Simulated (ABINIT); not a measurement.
# Au (Fm-3m) in ABINIT: equation of state with r2SCAN

Aim: the equation of state of Au with r2SCAN.

All numbers are computed with ABINIT 10.8.3 (patched build); they aren't measurements. Logs are shortened: lines on timing, memory, paths and dates and some standing lists are left out, and cuts for length are marked. The log counts tension as positive stress, the text compression.

**What was measured.**

“Exploring toroidal anvil profiles for larger sample volumes above 4 Mbar”, 2024, pmc:11102561 quotes, for a bulk crystal of Au: bulk modulus 167 GPa.

The runs below are set against these values where they give the same quantity.

## Step 1: Starting point

It takes space group Fm-3m (No. 225, cubic). Conventional cell: a = 4.070 Å, b = 4.070 Å, c = 4.070 Å, α = 90.00°, β = 90.00°, γ = 90.00°. Au (site symmetry m-3m) has 12 Au at 2.88 Å as nearest neighbours.

## Step 2: Equation of state, r2SCAN

Contents of run.abi:

```
ndtset 7
getwfk -1
scalecart1 3*0.9795861087
scalecart2 3*0.9864848297
scalecart3 3*0.9932883884
scalecart4 3*1.0000000000
scalecart5 3*1.0066227096
scalecart6 3*1.0131594038
scalecart7 3*1.0196128224

pp_dirpath "./"
pseudos "Au.GGA_PBE-JTH.xml"

acell 3*1.0
rprim
     0.0000000000     3.8455926636     3.8455926636
     3.8455926636     0.0000000000     3.8455926636
     3.8455926636     3.8455926636     0.0000000000
ntypat 1
znucl 79
natom 1
typat 1
xred
     0.0000000000     0.0000000000     0.0000000000

ecut 24.0
pawecutdg 46.0

kptopt 1
ngkpt 11 11 11
nshiftk 1
shiftk 0.0 0.0 0.0

ixc -497498
usekden 1
pawxcdev 0

nband 10
occopt 3
tsmear 0.05 eV

nstep 100
tolvrs 1.0e-7

iomode 3
prtwf 1
prtden 0
prteig 0
prtebands 0
enunit 2
```

Potentials or basis: JTH PAW PBE v2.0.

Started as:

```sh
$ abinit run.abi > log 2>&1
```

run.abo:

```text
.Version 10.8.3 of ABINIT
 DATASET    1 : space group Fm -3 m (#225); Bravais cF (face-center cubic)
================================================================================
 Values of the parameters that define the memory need for DATASET  1.
     intxc =       0    ionmov =       0      iscf =      17    lmnmax =      18
     lnmax =       6     mgfft =      24  mpssoang =       3    mqgrid =    3001
     natom =       1  nloc_mem =       2    nspden =       1   nspinor =       1
    nsppol =       1      nsym =      48    n1xccc =       1    ntypat =       1
    occopt =       3   xclevel =       2
       mpw =         612          nfft =       13824          nkpt =          56
 PAW method is used; the additional fine FFT grid is defined by:
   mgfftf=        36    nfftf =     46656
================================================================================
================================================================================
[... 71 lines left out ...]
 DATASET    7 : space group Fm -3 m (#225); Bravais cF (face-center cubic)
================================================================================
 Values of the parameters that define the memory need for DATASET  7.
     intxc =       0    ionmov =       0      iscf =      17    lmnmax =      18
     lnmax =       6     mgfft =      27  mpssoang =       3    mqgrid =    3001
     natom =       1  nloc_mem =       2    nspden =       1   nspinor =       1
    nsppol =       1      nsym =      48    n1xccc =       1    ntypat =       1
    occopt =       3   xclevel =       2
       mpw =         690          nfft =       19683          nkpt =          56
 PAW method is used; the additional fine FFT grid is defined by:
   mgfftf=        36    nfftf =     46656
================================================================================
================================================================================

--------------------------------------------------------------------------------
------------- Echo of variables that govern the present computation ------------
--------------------------------------------------------------------------------
 -outvars: echo values of preprocessed input variables --------
            acell      1.0000000000E+00  1.0000000000E+00  1.0000000000E+00 Bohr
              amu      1.96966540E+02
             ecut      2.40000000E+01 Hartree
           enunit           2
           getwfk          -1
                       outvar_i_n : Printing only first  50 k-points.
              ixc     -497498
           jdtset        1    2    3    4    5    6    7
                       outvar_i_n : Printing only first  50 k-points.
         kptrlatt       11    0    0      0   11    0      0    0   11
          kptrlen1     5.86021543E+01
          kptrlen2     5.90148591E+01
          kptrlen3     5.94218710E+01
          kptrlen4     5.98233823E+01
          kptrlen5     6.02195752E+01
          kptrlen6     6.06106223E+01
          kptrlen7     6.09966877E+01
            natom           1
            nband          10
           ndtset           7
            ngfft1         24      24      24
            ngfft2         24      24      24
            ngfft3         24      24      24
            ngfft4         24      24      24
            ngfft5         27      27      27
            ngfft6         27      27      27
            ngfft7         27      27      27
          ngfftdg          36      36      36
             nkpt          56
            nstep         100
             nsym          48
           ntypat           1
                       prtocc : prtvol=0, do not print more k-points.
           occopt           3
        pawecutdg      4.60000000E+01 Hartree
         pawxcdev           0
           prtden           0
        prtebands           0
           prteig           0
          prtkden           1
            rprim1     0.0000000000E+00  3.7670891530E+00  3.7670891530E+00
                       3.7670891530E+00  0.0000000000E+00  3.7670891530E+00
                       3.7670891530E+00  3.7670891530E+00  0.0000000000E+00
            rprim2     0.0000000000E+00  3.7936188238E+00  3.7936188238E+00
                       3.7936188238E+00  0.0000000000E+00  3.7936188238E+00
                       3.7936188238E+00  3.7936188238E+00  0.0000000000E+00
            rprim3     0.0000000000E+00  3.8197825393E+00  3.8197825393E+00
                       3.8197825393E+00  0.0000000000E+00  3.8197825393E+00
                       3.8197825393E+00  3.8197825393E+00  0.0000000000E+00
            rprim4     0.0000000000E+00  3.8455926636E+00  3.8455926636E+00
                       3.8455926636E+00  0.0000000000E+00  3.8455926636E+00
                       3.8455926636E+00  3.8455926636E+00  0.0000000000E+00
            rprim5     0.0000000000E+00  3.8710609071E+00  3.8710609071E+00
                       3.8710609071E+00  0.0000000000E+00  3.8710609071E+00
                       3.8710609071E+00  3.8710609071E+00  0.0000000000E+00
            rprim6     0.0000000000E+00  3.8961983703E+00  3.8961983703E+00
                       3.8961983703E+00  0.0000000000E+00  3.8961983703E+00
                       3.8961983703E+00  3.8961983703E+00  0.0000000000E+00
            rprim7     0.0000000000E+00  3.9210155895E+00  3.9210155895E+00
                       3.9210155895E+00  0.0000000000E+00  3.9210155895E+00
                       3.9210155895E+00  3.9210155895E+00  0.0000000000E+00
          spgroup         225
           tolvrs      1.00000000E-07
           tsmear      1.83746611E-03 Hartree
            typat      1
          usekden           1
           useylm           1
                       outvars : Printing only first  50 k-points.
            znucl       79.00000

================================================================================

 chkinp: Checking input parameters for consistency, jdtset=   1.

 chkinp: Checking input parameters for consistency, jdtset=   2.

 chkinp: Checking input parameters for consistency, jdtset=   3.

 chkinp: Checking input parameters for consistency, jdtset=   4.
[... 27 lines left out ...]
 getcut: wavevector=  0.0000  0.0000  0.0000  ngfft=  24  24  24
         ecut(hartree)=     24.000   => boxcut(ratio)=   2.04277

 Fine grid specifications (used for densities):

 getcut: wavevector=  0.0000  0.0000  0.0000  ngfft=  36  36  36
         ecut(hartree)=     46.000   => boxcut(ratio)=   2.21329

 getcut : COMMENT -
  Note that boxcut > 2.2 ; recall that boxcut=Gcut(box)/Gcut(sphere) = 2
  is sufficient for exact treatment of convolution.
  Such a large boxcut is a waste : you could raise ecut
  e.g. ecut=   56.334308 Hartrees makes boxcut=2

--- Pseudopotential description ------------------------------------------------
- pspini: atom type   1  psp file is ./Au.GGA_PBE-JTH.xml
 Pseudopotential format is: paw10
 basis_size (lnmax)=  6 (lmn_size= 18), orbitals=   0   0   1   1   2   2
 Spheres core radius: rc_sph= 2.50869560
 Shapefunction is SIN type: shapef(r)=[sin(pi*r/rshp)/(pi*r/rshp)]**2
 Radius for shape functions =  2.26305713
 Compensation charge density is not taken into account in XC energy/potential

   3.87212569E+02                                ecore*ucvol(ha*bohr**3)
--------------------------------------------------------------------------------

================================================================================

--- !BeginCycle
iteration_state: {dtset: 1, }
solver: {iscf: 17, nstep: 100, nline: 4, wfoptalg: 10, }
tolerances: {tolvrs: 1.00E-07, }
...

     iter   Etot(hartree)      deltaE(h)  residm     nres2
 ETOT  1   15.428398644556     1.543E+01 8.635E-01 1.706E+01
 ETOT  2   15.280370690531    -1.480E-01 9.847E-02 1.801E+01
 ETOT  3   15.337033768470     5.666E-02 1.870E-02 4.145E+00
 ETOT  4   15.312747607452    -2.429E-02 8.132E-03 1.358E+01
 ETOT  5   15.332208370338     1.946E-02 7.616E-03 9.022E-02
 ETOT  6   15.326837863511    -5.371E-03 7.280E-03 1.526E-01
 ETOT  7   15.327167380113     3.295E-04 6.871E-03 1.146E-01
 ETOT  8   15.328000114082     8.327E-04 2.139E-03 2.338E-01
 ETOT  9   15.326793205912    -1.207E-03 2.431E-03 4.498E-02
 ETOT 10   15.326672282132    -1.209E-04 2.454E-03 6.802E-03
 ETOT 11   15.326658402663    -1.388E-05 6.972E-03 2.112E-03
[... 1324 lines left out ...]
 Cartesian components of stress tensor (hartree/bohr^3)
  sigma(1 1)=  8.16972178E-05  sigma(3 2)=  0.00000000E+00
  sigma(2 2)=  8.16972178E-05  sigma(3 1)=  0.00000000E+00
  sigma(3 3)=  8.16972178E-05  sigma(2 1)=  0.00000000E+00

-Cartesian components of stress tensor (GPa)         [Pressure= -2.4036E+00 GPa]
- sigma(1 1)=  2.40361513E+00  sigma(3 2)=  0.00000000E+00
- sigma(2 2)=  2.40361513E+00  sigma(3 1)=  0.00000000E+00
- sigma(3 3)=  2.40361513E+00  sigma(2 1)=  0.00000000E+00

== END DATASET(S) ==============================================================
================================================================================

 -outvars: echo values of variables after computation  --------
            acell      1.0000000000E+00  1.0000000000E+00  1.0000000000E+00 Bohr
           etotal1     1.5326654904E+01
           etotal2     1.5325153689E+01
           etotal3     1.5324056901E+01
           etotal4     1.5323314625E+01
           etotal5     1.5322881943E+01
           etotal6     1.5322719282E+01
           etotal7     1.5322794218E+01
            fcart1    -0.0000000000E+00 -0.0000000000E+00 -0.0000000000E+00
            fcart2    -0.0000000000E+00 -0.0000000000E+00 -0.0000000000E+00
            fcart3    -0.0000000000E+00 -0.0000000000E+00 -0.0000000000E+00
            fcart4    -0.0000000000E+00 -0.0000000000E+00 -0.0000000000E+00
            fcart5    -0.0000000000E+00 -0.0000000000E+00 -0.0000000000E+00
            fcart6    -0.0000000000E+00 -0.0000000000E+00 -0.0000000000E+00
            fcart7    -0.0000000000E+00 -0.0000000000E+00 -0.0000000000E+00
            rprim1     0.0000000000E+00  3.7670891530E+00  3.7670891530E+00
                       3.7670891530E+00  0.0000000000E+00  3.7670891530E+00
                       3.7670891530E+00  3.7670891530E+00  0.0000000000E+00
            rprim2     0.0000000000E+00  3.7936188238E+00  3.7936188238E+00
                       3.7936188238E+00  0.0000000000E+00  3.7936188238E+00
                       3.7936188238E+00  3.7936188238E+00  0.0000000000E+00
            rprim3     0.0000000000E+00  3.8197825393E+00  3.8197825393E+00
                       3.8197825393E+00  0.0000000000E+00  3.8197825393E+00
[... 9 lines left out ...]
                       3.8961983703E+00  3.8961983703E+00  0.0000000000E+00
            rprim7     0.0000000000E+00  3.9210155895E+00  3.9210155895E+00
                       3.9210155895E+00  0.0000000000E+00  3.9210155895E+00
                       3.9210155895E+00  3.9210155895E+00  0.0000000000E+00
           strten1    -7.5479368495E-04 -7.5479368495E-04 -7.5479368495E-04
                       0.0000000000E+00  0.0000000000E+00  0.0000000000E+00
           strten2    -5.6589460334E-04 -5.6589460334E-04 -5.6589460334E-04
                       0.0000000000E+00  0.0000000000E+00  0.0000000000E+00
           strten3    -3.9974723102E-04 -3.9974723102E-04 -3.9974723102E-04
                       0.0000000000E+00  0.0000000000E+00  0.0000000000E+00
           strten4    -2.5425496702E-04 -2.5425496702E-04 -2.5425496702E-04
                       0.0000000000E+00  0.0000000000E+00  0.0000000000E+00
           strten5    -1.2702438485E-04 -1.2702438485E-04 -1.2702438485E-04
                       0.0000000000E+00  0.0000000000E+00  0.0000000000E+00
           strten6    -1.5846624875E-05 -1.5846624875E-05 -1.5846624875E-05
                       0.0000000000E+00  0.0000000000E+00  0.0000000000E+00
           strten7     8.1697217754E-05  8.1697217754E-05  8.1697217754E-05
                       0.0000000000E+00  0.0000000000E+00  0.0000000000E+00
 Calculation completed.
```

Run time: 5.2 min. Hardware: 1 thread of Intel Xeon Platinum 8559C (Emerald Rapids), shared host; peak memory 0.15 GiB.

Results:

```
Equilibrium volume                      : 17.58 Å³/atom
Bulk modulus                            : 156 GPa
Pressure derivative of the bulk modulus : 6.1
```

Energy against volume, from the lowest point:
| volume (Å³/atom) | energy (meV/atom) |
| --- | --- |
| 15.843 | 107.09 |
| 16.181 | 66.24 |
| 16.518 | 36.40 |
| 16.855 | 16.20 |
| 17.192 | 4.43 |
| 17.529 | 0.00 |
| 17.866 | 2.04 |

Caveat: pressures at fixed basis lie under the slope of the energies; the PAW data sets were made with another functional, which shifts forces and pressure a little.

## Step 3: For comparison

An earlier run on the cell as given: functional PBEsol; potentials or basis PseudoDojo NC SR PBEsol v0.4.1 standard; cutoff 1034 eV; k mesh 11 × 11 × 11; occupations fermi-dirac, width 0.05 eV; no spin polarisation.

- Pressure: 1.2 GPa
- Band gap on the k mesh: none (metal or under the smearing width)
- Valence electrons inside the program's atomic spheres: Au 15.59 (radii [1.0584] Å)

## Step 4: How close it comes

Step 2. A measured bulk modulus of Au is 167 GPa (quoted in “Exploring toroidal anvil profiles for larger sample volumes above 4 Mbar”, 2024, pmc:11102561); the calculated 156 GPa misses it by -6.7 %. The fit is for a static lattice scaled at fixed shape and fixed fractional positions.
